**Q:** The table follows body-centred molybdenum through six volumes. The energy is lowest at 15.509 Å³ per atom, so is that the volume the crystal would choose?

Body-centred cubic Mo at fixed geometries, computed with Ansatz 0.2.0: PBE, scalar-relativistic PAW, no spin polarization, plane waves to 420 eV, 22×22×22 k mesh, Gaussian smearing of 0.15 eV. Energies are taken at zero smearing, relative to the element's standard crystal in the same functional. Pressure and stress are positive in compression.

```
volume (Å³/atom)  shortest distance (Å)  energy over elements (eV/atom)  pressure (GPa)  stress xx (GPa)  stress zz (GPa)
          14.155                  2.639                           0.167           35.45            35.45            35.45
          14.822                  2.680                           0.056           18.65            18.65            18.65
          15.509                  2.721                           0.007            4.81             4.81             4.81
          16.218                  2.762                           0.012           -6.53            -6.53            -6.53
          16.363                  2.770                           0.019           -8.54            -8.55            -8.51
          16.947                  2.803                           0.064          -15.74           -15.74           -15.74
```

**A:** Not quite. At that volume the pressure is still +4.81 GPa, and a positive pressure means that the cell would expand if it were free. In the next row, at 16.218 Å³, the pressure is negative and the cell would shrink. A straight line between the two pressures crosses zero near 15.8 Å³, which corresponds to a cubic edge of about 3.16 Å. This is the PBE value for motionless nuclei, without zero-point or thermal expansion.

**Q:** Why trust the pressure more than the energy here?

**A:** Pressure is minus the slope of the energy against volume. Near a minimum the energy is flat and barely tells neighbouring volumes apart, while its slope changes sign there. The two must still agree, and one step shows how. Between 14.822 and 15.509 Å³ the mean pressure is (18.65 + 4.81)/2 ≈ 11.7 GPa and the volume grows by 0.687 Å³. Since 1 eV/Å³ is about 160 GPa, the energy should fall by 11.7 × 0.687/160 ≈ 0.050 eV. The table gives 0.056 − 0.007 = 0.049 eV. The printed analysis below repeats this estimate for every step, with no adjustable constant.

**Q:** Starting from 15.509 Å³, shortening the edge by 3 % costs 160 meV per atom, but lengthening it by 3 % costs only 57 meV. Is molybdenum that lopsided?

**A:** Most of the difference comes from the starting point. That cell is already under pressure, which helps it to expand and resists further compression. Take out the work of this initial pressure, and the two costs become 119 and 100 meV. What remains is a real asymmetry, and it is somewhat larger than these two numbers suggest, because the expansion covers the larger change in volume and still costs less.

**Q:** How does that asymmetry appear in the stiffness?

**A:** The bulk modulus is the pressure needed per relative change of volume. It falls from about 365 GPa between the two smallest cells to about 205 GPa between the two largest, and is near 250 GPa around zero pressure. A useful size to remember follows from this. Changing all edges by 1 % changes the volume by about 3 %, and so the pressure by 7 or 8 GPa.

**Q:** What in the metal makes it stiffer when squeezed?

**A:** Two tendencies compete. Neighbouring d orbitals overlap and form a band, and electrons in its lower half bind the atoms. Against this stands a short-range repulsion, which comes from squeezing electrons into less space and pushing them against the atomic cores. Both grow as the atoms approach, but the repulsion grows faster, so each equal step inward raises the pressure by more than the one before. This is the standard picture of a transition metal; the table gives only the sum of the two.

**Q:** Can the d-band part be seen at all?

**A:** Indirectly. The same calculations give the overlap in energy between two neighbouring bands: the last one needed if the electrons filled whole bands from below, and the next one above it. In the metal both are partly filled. It shrinks from 6.1 eV in the smallest cell to 4.8 eV in the largest, a ratio of 0.77. Simple theory lets the width of a d band fall as the fifth power of the distance, which gives (2.639/2.803)⁵ ≈ 0.74. The overlap falls a little more slowly than that. This supports a narrowing d band but doesn't prove the power, because the overlap is only part of the band's full width.

**Q:** What would change if silver replaced molybdenum?

**A:** Silver is much softer, as is well known, and the filling of the band explains a good part of it. In molybdenum the d band is about half full, so mostly bonding states are occupied. In silver it is full, and the antibonding states cancel most of the d bonding. Strong bonding matters for stiffness because it holds the atoms at distances where the repulsion is already steep.

**Q:** Which digits would you rely on?

**A:** Energy differences within the table hold to one or two meV as a description of this calculation, since the pressures reproduce them that closely. That includes the row at 16.363 Å³, which was reached by deforming a face-centred cell; its 0.04 GPa difference between stress zz and stress xx probably reflects a slightly rounded axis ratio. The zero of energy is less secure. The minimum lies about 3 meV above the element's standard crystal, although both should be the same metal, and the data don't reveal why. Agreement between energy and pressure also can't show how far PBE is from the real metal.

Numerical output:

```
Steps from the row before:
     row  energy step meV  step from mean pressure meV  bulk modulus GPa
  14.822             -111                       -112.6             364.9
  15.509              -49                        -50.3             305.5
  16.218                5                        3.806             253.7
  16.363                7                        6.819             225.8
  16.947               45                        44.25             205.3
Volume at zero pressure, linear interpolation, in Å³ per atom: 15.81
Cubic edge at that volume in Å: 3.162
Energy at the minimum, reached from 15.509 Å³, in meV per atom: 2.486
Energy at the minimum, reached from 16.218 Å³, in meV per atom: 3.68
Energy rise on 3 % compression of the edge in meV: 160
Energy rise on 3 % expansion of the edge in meV: 57
Compression rise without the starting-pressure work in meV: 119.4
Expansion rise without the starting-pressure work in meV: 100.2
Remaining compression rise per squared volume change in meV/Å⁶: 65.1
Remaining expansion rise per squared volume change in meV/Å⁶: 48.44
Gain of bulk modulus per GPa of pressure, first against third interval: 3.984
Largest difference between stress zz and stress xx in GPa: 0.04
Band overlap at the smallest volume in eV: 6.145
Band overlap at the largest volume in eV: 4.753
Ratio of band overlap, largest to smallest volume: 0.7735
Ratio expected if it scaled as distance to the power minus five: 0.7397
Change of the zero-smearing correction along the series in meV: 0.7471
```
